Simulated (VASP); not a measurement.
Set up this calculation in VASP 6.6.1, as the native input.

```
Task                   : relaxation of cell and atoms
Functional             : PBE
Dispersion             : D3(BJ)
Potentials or basis    : VASP PAW PBE potentials, release 64 (Ti_sv, Se)
Cutoff                 : 600 eV
k mesh                 : 12 × 12 × 6
Occupations            : methfessel-paxton, width 0.1 eV
Spin                   : no spin polarisation
Further INCAR settings : ALGO = Normal; EDIFF = 1e-06; IBRION = 2; EDIFFG = -0.01; NSW = 90; ISIF = 3
```

The structure of TiSe2 lies in POSCAR:

```
TiSe2
1.0
    3.5360000000      0.0000000000      0.0000000000
   -1.7680000000      3.0622658278      0.0000000000
    0.0000000000      0.0000000000      6.0040000000
Ti Se
1 2
Direct
    0.0000000000      0.0000000000      0.0000000000
    0.3333333333      0.6666666667      0.2552000000
    0.6666666667      0.3333333333      0.7448000000
```

One way to write it, as run:

INCAR

```
PREC = Accurate ; ENCUT = 600
EDIFF = 1E-6 ; ISMEAR = 1
SIGMA = 0.1 ; LREAL = F
LASPH = T ; NELM = 80
ALGO = Normal ; ISIF = 3
LWAVE = F ; LCHARG = F
GGA = PE ; IVDW = 12
IBRION = 2 ; NSW = 90
EDIFFG = -0.01
```

KPOINTS

```
regular mesh
0
Gamma
  12 12 6
```

Potentials or basis: VASP PAW PBE potentials, release 64 (Ti_sv, Se).

Command:

```sh
$ cat potpaw_PBE.64/Ti_sv/POTCAR potpaw_PBE.64/Se/POTCAR > POTCAR
$ mpirun -np 1 vasp_std > vasp.out
```

Results of the run:

| Quantity | Value |
| --- | --- |
| Relaxed volume | 20.50 Å³/atom |
| Relaxed cell | a = 3.482 Å, b = 3.482 Å, c = 5.859 Å, α = 90.00°, β = 90.00°, γ = 120.00° |
| Space group after relaxing (to 0.05 Å) | P-3m1 (No. 164) |
| Energy gained by relaxing | 7.6 meV/atom |
| Ionic steps | 10 |
| Pressure after relaxing | 0.0 GPa |
| Largest force after relaxing | 0.008 eV/Å |
| Band gap on the k mesh | none (metal or under the smearing width) |
| Dispersion energy per atom | -0.451 eV |

Wall time 8.2 min on 1 thread of Intel(R) Xeon(R) Platinum 8559C (Emerald Rapids), on a shared host, peak memory 0.3 GiB.
